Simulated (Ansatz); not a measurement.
A 2-atom cell of SnTe started from a crystallographic database was relaxed with r2SCAN, strained in 2 ways (changes of length per length), its atoms relaxed again with r2SCAN, and run with PBE in Ansatz. Spin-unpolarised throughout; all numbers are computed.

Epitaxial -1.25 % in the xy plane, free normal strain +0.09 %. Input:
```yaml
crystal:
  lattice:
    - [0.0, 3.1494876435, 3.1921029621]
    - [3.1494876435, 0.0, 3.1921029621]
    - [3.1494876435, 3.1494876435, 0.0]
  atoms:
    - { symbol: Sn, position: [0.0, 0.0, 0.0] }
    - { symbol: Te, position: [0.5, 0.5, 0.5] }
kpoints:
  mp_grid: { grid: [8, 8, 8] }
  band_path:
    path:
      - [0.0, 0.0, 0.0]
      - [0.5, 0.0, 0.5]
      - [0.625, 0.25, 0.625]
      - [0.375, 0.375, 0.75]
      - [0.5, 0.5, 0.5]
      - [0.5, 0.25, 0.75]
      - [-0.011068, -0.010824, 0.489746]
      - [-0.012858, -0.006348, 0.490397]
    npoints: 1
hamiltonian:
  xc: pbe
scf:
  occupations: { method: fermi_dirac, width: 0.02 }
  n_extra_bands: 4
output:
  forces: true
  stress: true
  eigenvalues: true
```

Main results, then levels in eV from the Fermi energy at the points of the path (names of the unstrained zone, bands numbered from 0):
```
Crystal: 2 atoms, lattice volume = 63.327 Å³
Basis set: ecut = 420 eV, 1243 PW (Γ)
Symmetry: 16 space group operations
Space group: I4/mmm (ITA 139)
k-points: 59 of 512
Free energy (F): -13004.729226 eV
Fermi energy:    9.553067 eV
--- Stress (GPa, compression-positive) ---
        2.271253       0.000000       0.000000
        0.000000       2.271253       0.000000
        0.000000       0.000000       0.630501
  P = ⅓ Tr σ = 1.7243 GPa (17.243 kbar)
```
```tsv
point	band_11	band_12	band_13	band_14	band_15	band_16	band_17
Γ	-4.776	-2.209	-2.209	-2.065	3.064	3.385	3.385
X	-6.535	-5.551	-3.821	-3.668	2.170	4.625	4.973
U	-7.425	-5.162	-3.259	-2.758	2.864	3.095	4.139
K	-7.433	-5.121	-3.218	-2.675	2.956	3.038	4.200
L	-8.322	-1.847	-1.811	-0.035	0.035	0.321	0.366
W	-7.397	-4.800	-4.767	-0.837	0.828	4.528	4.622
(-0.011,-0.011,0.490)	-8.320	-1.860	-1.816	-0.023	-0.023	0.373	0.382
(-0.013,-0.006,0.490)	-8.320	-1.858	-1.818	-0.024	-0.023	0.350	0.409
```

With PBE the gap closes, the bands meeting at k = (-0.011, -0.011, 0.490). The mean pressure at these positions is +1.72 GPa, compression counted positive.

Xy shear, engineering strain (angle) +4.19 %. These blocks change:
```yaml
crystal:
  lattice:
    - [0.0668169784, 3.1893545757, 3.1893545757]
    - [3.1893545757, 0.0668169784, 3.1893545757]
    - [3.2561715541, 3.2561715541, 0.0]
  atoms:
    - { symbol: Sn, position: [0.0, 0.0, 0.0] }
    - { symbol: Te, position: [0.5, 0.5, 0.5] }
kpoints:
  mp_grid: { grid: [8, 8, 8] }
  band_path:
    path:
      - [0.0, 0.0, 0.0]
      - [0.5, 0.0, 0.5]
      - [0.625, 0.25, 0.625]
      - [0.375, 0.375, 0.75]
      - [0.5, 0.5, 0.5]
      - [0.5, 0.25, 0.75]
      - [-0.009115, -0.004232, 0.49056]
      - [-0.005371, 0.495117, 0.0]
    npoints: 1
output:
  forces: true
  stress: true
  eigenvalues: true
  write_density: true
  write_potential: true
  elf: true
  volumetric_format: npy
```

```
Crystal: 2 atoms, lattice volume = 64.856 Å³
Basis set: ecut = 420 eV, 1279 PW (Γ)
Symmetry: 8 space group operations
Space group: Immm (ITA 71)
k-points: 95 of 512
Free energy (F): -13004.738832 eV
Fermi energy:    9.160971 eV
--- Stress (GPa, compression-positive) ---
        0.638661      -0.577481       0.000000
       -0.577481       0.638661       0.000000
        0.000000       0.000000       0.585280
  P = ⅓ Tr σ = 0.6209 GPa (6.209 kbar)
```
```tsv
point	band_11	band_12	band_13	band_14	band_15	band_16	band_17
Γ	-4.843	-2.239	-2.064	-1.863	3.209	3.257	3.338
X	-6.450	-5.332	-3.579	-3.577	2.313	4.680	4.738
U	-7.306	-4.949	-3.102	-2.632	2.912	2.997	4.199
K	-7.370	-4.964	-2.910	-2.617	2.990	3.095	4.079
L	-8.217	-1.719	-1.601	0.092	0.126	0.477	0.576
W	-7.268	-4.614	-4.608	-0.841	0.825	4.597	4.624
(-0.009,-0.004,0.491)	-8.215	-1.724	-1.606	0.098	0.098	0.498	0.589
(-0.005,0.495,0)	-8.097	-1.844	-1.757	-0.108	-0.108	0.267	0.421
```

With PBE the bands overlap by 0.21 eV (counted from 1, band 15 peaks at k = (-0.009, -0.004, 0.491) and band 16 bottoms out at k = (-0.005, 0.495, 0)): no gap. The mean pressure at these positions is +0.62 GPa, compression counted positive.

No spin-orbit coupling is included; it can move band edges with weight on the heavy atoms by tenths of an eV.

Overlapping bands make a metal at that level, for which these meshes are coarse; small forces, stresses and energy differences are uncertain. A small overlap in a semilocal functional can be an artefact that a hybrid or GW lifts.
